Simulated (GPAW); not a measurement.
# Bi2TeSe2 (Skippenite): single point with PBEsol

The system is Bi2TeSe2 (Skippenite).

```xyz
5
Lattice="2.0915 1.2075 9.7123 -2.0915 1.2075 9.7123 0.0000 -2.4151 9.7123" Properties=species:S:1:pos:R:3 pbc="T T T"
Bi    0.0000    0.0000   17.5387
Bi    0.0000    0.0000   11.5983
Te    0.0000    0.0000    0.0000
Se    0.0000    0.0000   22.9716
Se    0.0000    0.0000    6.1654
```

```
Program             : GPAW 26.7.0
Task                : single point
Functional          : PBEsol
Potentials or basis : PAW data sets generated in the run's folder for this functional
Cutoff              : 600 eV
Basis               : pw
k mesh              : 7 × 7 × 7
Occupations         : fermi-dirac, width 0.05 eV
Spin                : no spin polarisation
```

```yaml
Pressure: 1.7 GPa
Largest_force: 1.762 eV/Å
Band_gap_on_the_k_mesh: 0.40 eV, direct
```

Forces in eV/Å, atoms in the order of the input:
```
Bi   0.000  0.000 -1.762
Bi   0.000  0.000  1.762
Te   0.000  0.000  0.000
Se   0.000  0.000 -0.565
Se   0.000  0.000  0.565
```

Stress tensor (GPa, compression positive):
```
1.59 0.00 0.00
0.00 1.59 0.00
0.00 0.00 1.88
```

Levels at points of the mesh, in eV from the valence-band top:
```tsv
k point	band 21	band 22	band 23	band 24	band 25	band 26	band 27	band 28
(0.00, 0.00, 0.00)	-1.56	-0.97	-0.97	0.00	0.40	0.97	0.97	2.20
```

Wall time 3.3 min on 4 MPI ranks on Intel(R) Xeon(R) Platinum 8259CL CPU @ 2.50GHz (Skylake/Cascade Lake), on a shared host, peak memory 0.62 GiB a rank.

Caveat: spin-orbit coupling is left out, which as a rule narrows the gap of such compounds by several tenths of an eV; an odd mesh through Γ misses points on the zone boundary, where band edges often lie; forces of over 1 eV/Å show positions far from the minimum, so gaps and moduli don't describe the material at rest; the program warned that so skewed a cell can give wrong results.
